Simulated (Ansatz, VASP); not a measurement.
**In3O in VASP and in Ansatz**

```xyz
4
Lattice="4.4553 0.0000 0.0000 0.0000 4.4553 0.0000 0.0000 0.0000 4.4553" Properties=species:S:1:pos:R:3 pbc="T T T"
In    0.0000    2.2277    2.2277
In    2.2277    0.0000    2.2277
In    2.2277    2.2277    0.0000
O     0.0000    0.0000    0.0000
```

Alike in both runs: functional PBE; k mesh 4 × 4 × 4; occupations gaussian, width 0.1 eV; no spin polarisation.

Ansatz relaxed the structure, and its values are those at the end. VASP's run is a single point on that final structure, the one shown.

|  | VASP | Ansatz |
| --- | --- | --- |
| version | VASP 6.6.1 | Ansatz 0.2.0 |
| potentials or method | VASP PAW PBE potentials, release 64 (In_d, O) | scalar-relativistic, plane waves, PAW |
| plane-wave cutoff (eV) | 520 | 420 |
| valence electrons in the cell | 45 | 45 |

|  | VASP | Ansatz | Ansatz less VASP |
| --- | --- | --- | --- |
| gap on the k mesh at the Fermi level (eV) | none | none | - |
| pressure (GPa) | 0.0 | 0.1 | +0.04 |

A gap of «none» marks a metal or a gap that the smearing closes.

Caveats: an odd number of electrons without spin polarisation forces a metal; a magnetic or distorted state may lie lower.
